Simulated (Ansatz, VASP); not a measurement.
**SnO: VASP beside Ansatz**

The input INCAR:

```
SYSTEM = SnO
PREC = Accurate
ENCUT = 520
EDIFF = 1E-6
ISMEAR = -1
SIGMA = 0.02
LREAL = .False.
LASPH = .True.
NELM = 60
ALGO = Normal
ISIF = 2
LWAVE = .False.
LCHARG = .False.
GGA = PE
NBANDS = 17
```

Contents of KPOINTS:

```
regular mesh
0
Gamma
  6 6 6
  0 0 0
```

File POSCAR:

```
SnO
1.0
    3.1927770497      0.0000000000      0.0000000000
    0.0000000000      3.1927770497      0.0000000000
    0.0000000000      0.0000000000      3.1927770497
Sn O
1 1
Direct
    0.0000000000      0.0000000000      0.0000000000
    0.5000000000      0.5000000000      0.5000000000
```

Input for Ansatz:

```yaml
crystal:
  lattice:
    - [3.1927770497, 0.0, 0.0]
    - [0.0, 3.1927770497, 0.0]
    - [0.0, 0.0, 3.1927770497]
  atoms:
    - { symbol: Sn, position: [0.0, 0.0, 0.0] }
    - { symbol: O, position: [0.5, 0.5, 0.5] }
kpoints:
  mp_grid: { grid: [6, 6, 6] }
hamiltonian:
  xc: pbe
scf:
  occupations: { method: fermi_dirac, width: 0.02 }
  n_extra_bands: 4
output:
  forces: true
  stress: true
  eigenvalues: true
```

Alike in both runs: task single point; functional PBE; k mesh 6 × 6 × 6; occupations fermi-dirac, width 0.02 eV; no spin polarisation.

|  | VASP | Ansatz |
| --- | --- | --- |
| version | VASP 6.6.1 | Ansatz 0.2.0 |
| potentials or method | VASP PAW PBE potentials, release 64 (Sn_d, O) | plane waves, PAW |
| plane-wave cutoff (eV) | 520 | 420 |
| valence electrons in the cell | 20 | 20 |

|  | VASP | Ansatz | Ansatz less VASP |
| --- | --- | --- | --- |
| pressure (GPa) | -4.9 | -4.8 | +0.10 |

Caveats: spin-orbit coupling is left out, which moves the levels of the heavy elements.
